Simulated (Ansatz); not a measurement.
## G0W0 run on SnO₂ (Fm-3m)

Level of theory: Ansatz 0.2.0-dev, G0W0@PBE, plasmon-pole screening, soft PAW set, first generation.

Input:

```yaml
crystal:
  lattice:
    - [0.0, 2.436625, 2.436625]
    - [2.436625, 0.0, 2.436625]
    - [2.436625, 2.436625, 0.0]
  atoms:
    - { symbol: Sn, position: [0.0, 0.0, 0.0] }
    - { symbol: O, position: [0.25, 0.25, 0.25] }
    - { symbol: O, position: [0.75, 0.75, 0.75] }
basis:
  precision: f64
  xc_grid: 2
kpoints:
  mp_grid: { grid: [4, 4, 4], shift: [0, 0, 0] }
hamiltonian:
  xc: pbe
  dispersion: none
  pseudopotentials: { kind: paw }
magnetization:
  spin_polarized: false
scf:
  lower_state_search: "off"
  max_iter: 200
  occupations: { method: fixed }
  convergence: { dr2_threshold: "1e-10 eV" }
output: {}
gw:
  n_empty_bands: 186
  ecut_chi: 200
  ecutfock_ratio: 2
  qp_bands: [v6, c2]
  plasmon_pole_fit_frequency: 27.61
```

Levels count from the highest filled Kohn-Sham level listed; ε_QP = ε_KS + Z(Σ − Vxc). VB is the top filled band, CB the lowest empty one. Points in brackets are given in fractions of the reciprocal vectors. The wave cutoff came out at 420 eV.

```csv
k,band,ε_KS (eV),Σx − Vxc (eV),Σc (eV),Z,ε_QP (eV)
Γ,VB,-1.66,-5.31,4.40,0.79,-2.38
Γ,CB,1.53,4.52,-3.67,0.84,2.24
"(0.25, -0.5, -0.25)",VB,0.00,-4.98,4.29,0.79,-0.55
Γ,CB+1,7.53,5.62,-4.83,0.86,8.20
```

The gap (from k = (0.25, -0.5, -0.25) to Γ) opens from 1.53 eV to 2.79 eV.

Electronic (ion-clamped) dielectric constant on this mesh, from the head of the inverse dielectric matrix: 4.9.

Soft PAW datasets can miss an all-electron G0W0 gap by more than 5 %. The cell is a model at fixed atoms and needn't be the relaxed known crystal. Spin-orbit coupling is left out. The mesh is coarse, so these are values at the stated settings, not converged ones. Band sums or response are cut, so the gap isn't at its basis limit. The gap is read on the mesh, and the crystal's band edges can lie off it. Meshes this coarse can overestimate the dielectric constant by a tenth and more.
